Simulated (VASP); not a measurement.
# CdS (Greenockite) (P6_3mc) in VASP: further runs, part 2 of 2

VASP 6.6.1.

## (4) Single point, HSE06

The input, POSCAR:

```
CdS
1.0
    4.1500000000      0.0000000000      0.0000000000
   -2.0750000000      3.5940054257      0.0000000000
    0.0000000000      0.0000000000      6.7370000000
Cd S
2 2
Direct
    0.6666666667      0.3333333333      0.5000000000
    0.3333333333      0.6666666667      0.0000000000
    0.6666666667      0.3333333333      0.8750000000
    0.3333333333      0.6666666667      0.3750000000
```

The input, INCAR.step1:

```
ALGO = Normal
EDIFF = 1E-5
ENCUT = 250
GGA = PE
ISIF = 2
ISMEAR = 0
LASPH = T
LCHARG = F
LREAL = F
LWAVE = T
NBANDS = 26
NELM = 100
NKRED = 1
PREC = Accurate
SIGMA = 0.01
```

The input, INCAR.step2:

```
ALGO = Normal
EDIFF = 1E-6
ENCUT = 250
GGA = PE
HFSCREEN = 0.2
ISIF = 2
ISMEAR = 0
ISTART = 1
LASPH = T
LCHARG = F
LHFCALC = T
LREAL = F
LWAVE = F
NBANDS = 26
NELM = 100
NKRED = 1
PREC = Accurate
PRECFOCK = Fast
SIGMA = 0.01
```

The input, KPOINTS:

```
k-points
0
Gamma
  2 2 1
```

Run with:

```sh
> cat potpaw_PBE.64/Cd/POTCAR potpaw_PBE.64/S/POTCAR > POTCAR
> cp INCAR.step1 INCAR
> mpirun -np 1 vasp_std > vasp.out
> cp INCAR.step2 INCAR
> mpirun -np 1 vasp_std > vasp.out
```

Wall time 25 s (1 thread of Intel Xeon Platinum 8259CL at 2.50GHz (Skylake/Cascade Lake), shared host); peak memory 0.25 GiB.

The run converged, but a check on its numbers failed (symmetry, net force, bounds or a known fault of this set-up), so they aren't taken as properties of the crystal.

Caveat: the k mesh is coarse (spacing up to 0.93 Å⁻¹), so the values aren't converged, least of all with exact exchange; the cutoff lies under the usual one of these potentials, so the numbers hold a large basis-set error; the PAW data sets were made with another functional, which shifts forces and pressure a little.

## (5) Single point, HSE06

POSCAR is that of step 4.

Changes to INCAR.step1 since step 4:

```diff
@@ -2,3 +2,3 @@
 EDIFF = 1E-5
-ENCUT = 250
+ENCUT = 300
 GGA = PE
```

Changes to INCAR.step2 since step 4:

```diff
@@ -2,3 +2,3 @@
 EDIFF = 1E-6
-ENCUT = 250
+ENCUT = 300
 GGA = PE
```

KPOINTS is that of step 4.

Potentials or basis: VASP PAW PBE potentials, release 64 (Cd, S).

Run with:

```sh
> cat potpaw_PBE.64/Cd/POTCAR potpaw_PBE.64/S/POTCAR > POTCAR
> cp INCAR.step1 INCAR
> mpirun -np 1 vasp_std > vasp.out
> cp INCAR.step2 INCAR
> mpirun -np 1 vasp_std > vasp.out
```

OUTCAR:

```text
EDIFF = 1E-6
   ENCUT = 300
   GGA = PE
   HFSCREEN = 0.2
   ISIF = 2
   ISMEAR = 0
   ISTART = 1
   LASPH = T
   LHFCALC = T
   LREAL = F
   NELM = 100
   NKRED = 1
   PREC = Accurate
   PRECFOCK = Fast

 Found      2 irreducible k-points:

 Following reciprocal coordinates:
            Coordinates               Weight
  0.000000  0.000000  0.000000      1.000000
  0.500000 -0.000000  0.000000      3.000000
   k-points           NKPTS =      2   k-points in BZ     NKDIM =      4   number of bands    NBANDS=     26
   number of dos      NEDOS =    301   number of ions     NIONS =      4
   total plane-waves  NPLWV =  23040
   dimension x,y,z NGX =    24 NGY =   24 NGZ =   40
   dimension x,y,z NGXF=    48 NGYF=   48 NGZF=   80
   ions per type =               2   2
   NGX,Y,Z   is equivalent  to a cutoff of   9.61,  9.61,  9.87 a.u.
   NGXF,Y,Z  is equivalent  to a cutoff of  19.23, 19.23, 19.74 a.u.
 SYSTEM =  unknown system
   PREC   = accura    normal or accurate (medium, high low for compatibility)
   ISTART =      1    job   : 0-new  1-cont  2-samecut
   ICHARG =      0    charge: 1-file 2-atom 10-const
   ISPIN  =      1    spin polarized calculation?
   LNONCOLLINEAR =      F non collinear calculations
[... 70 lines left out ...]
  band No.  band energies     occupation
      1     -12.8134      2.00000
      2     -12.3522      2.00000
      3      -8.2740      2.00000
      4      -8.2572      2.00000
      5      -8.2572      2.00000
      6      -8.1727      2.00000
[... 18 lines left out ...]
     25       9.4537      0.00000
     26       9.5994      0.00000

 k-point     2 :       0.5000   -0.0000    0.0000
  band No.  band energies     occupation
      1     -12.3807      2.00000
      2     -12.2385      2.00000
      3      -8.1650      2.00000
      4      -8.1536      2.00000
      5      -7.9743      2.00000
      6      -7.9700      2.00000
[... 18 lines left out ...]
     25      10.2426      0.00000
     26      12.1448      0.00000

------------------------ aborting loop because EDIFF is reached ----------------------------------------

  FORCE on cell =-STRESS in cart. coord.  units (eV):
  Direction    XX          YY          ZZ          XY          YZ          ZX
  --------------------------------------------------------------------------------------
  -------------------------------------------------------------------------------------
  Total        2.2327960      2.2327960     -2.0053539      0.0000000      0.0000000      0.0000000
  in kB       35.6013326     35.6013326    -31.9748295      0.0000000      0.0000000      0.0000000
  external PRESSURE =      13.0759452 kB  Pullay stress =       0.0000000 kB

 VOLUME and BASIS-vectors are now :
 -----------------------------------------------------------------------------
  energy-cutoff  :      300.00
  volume of cell :      100.48
      direct lattice vectors                 reciprocal lattice vectors
     4.150000000  0.000000000  0.000000000     0.240963855  0.139120547  0.000000000
    -2.075000000  3.594005426  0.000000000     0.000000000  0.278241094  0.000000000
     0.000000000  0.000000000  6.737000000     0.000000000  0.000000000  0.148434021

 POSITION                                       TOTAL-FORCE (eV/Angst)
 -----------------------------------------------------------------------------------
      2.07500      1.19800      3.36850        -0.000000      0.000000      0.028657
     -0.00000      2.39600      0.00000        -0.000000     -0.000000      0.028657
      2.07500      1.19800      5.89487         0.000000     -0.000000     -0.028657
     -0.00000      2.39600      2.52637        -0.000000      0.000000     -0.028657
 -----------------------------------------------------------------------------------
    total drift:                               -0.000001     -0.000001     -0.000911

  FREE ENERGIE OF THE ION-ELECTRON SYSTEM (eV)
  ---------------------------------------------------
  free  energy   TOTEN  =       -14.8456814204 eV

  energy  without entropy=      -14.8456814204  energy(sigma->0) =      -14.84568142
```

OSZICAR.step1:

```text
N       E                     dE             d eps       ncg     rms          rms(c)
DAV:   1     0.164019180857E+03    0.16402E+03   -0.12922E+04   112   0.810E+02
DAV:   2    -0.582264669984E+01   -0.16984E+03   -0.16663E+03   124   0.247E+02
DAV:   3    -0.127700406115E+02   -0.69474E+01   -0.69183E+01   120   0.508E+01
DAV:   4    -0.128302838634E+02   -0.60243E-01   -0.60217E-01   126   0.458E+00
DAV:   5    -0.128311907339E+02   -0.90687E-03   -0.90684E-03   128   0.541E-01    0.114E+01
DAV:   6    -0.115353258877E+02    0.12959E+01   -0.22413E+00   124   0.141E+01    0.933E+00
DAV:   7    -0.114948268712E+02    0.40499E-01   -0.91865E-01   108   0.475E+00    0.439E+00
DAV:   8    -0.114937861536E+02    0.10407E-02   -0.98084E-02   108   0.286E+00    0.553E-01
DAV:   9    -0.114924024987E+02    0.13837E-02   -0.17168E-02   108   0.146E+00    0.148E-01
DAV:  10    -0.114927173931E+02   -0.31489E-03   -0.13487E-03   110   0.323E-01    0.134E-01
DAV:  11    -0.114930456186E+02   -0.32823E-03   -0.59917E-04   118   0.160E-01    0.539E-02
DAV:  12    -0.114930098628E+02    0.35756E-04   -0.12453E-04   118   0.104E-01    0.232E-02
DAV:  13    -0.114930131035E+02   -0.32407E-05   -0.15487E-05    94   0.206E-02
   1 F= -.11493013E+02 E0= -.11493013E+02  d E =-.140699E-23
```

Run time: 29 s. Hardware: 1 thread of Intel Xeon Platinum 8259CL at 2.50GHz (Skylake/Cascade Lake), shared host; peak memory 0.25 GiB.

These settings aren't checked as converged: the numbers below hold their error.

What came out:

```yaml
Free_energy: -14.8457 eV
Largest_force: 0.029 eV/Å
Band_gap_on_the_k_mesh: 2.37 eV, direct
```

Caveat: the k mesh is coarse (spacing up to 0.93 Å⁻¹), so the values aren't converged, least of all with exact exchange; the cutoff is under 1.25 times the usual one of these potentials, so pressure, stress and relaxed cells hold a basis-set (Pulay) error; the PAW data sets were made with another functional, which shifts forces and pressure a little.

## (6) The reference run

An earlier run on the cell as given: functional PBEsol; potentials or basis VASP PAW PBE potentials, release 64 (Cd, S); cutoff 520 eV; k mesh 7 × 7 × 4; occupations fermi-dirac, width 0.05 eV; no spin polarisation.

* Pressure: -0.6 GPa
* Largest force: 0.067 eV/Å
* Band gap on the k mesh: 1.06 eV, direct
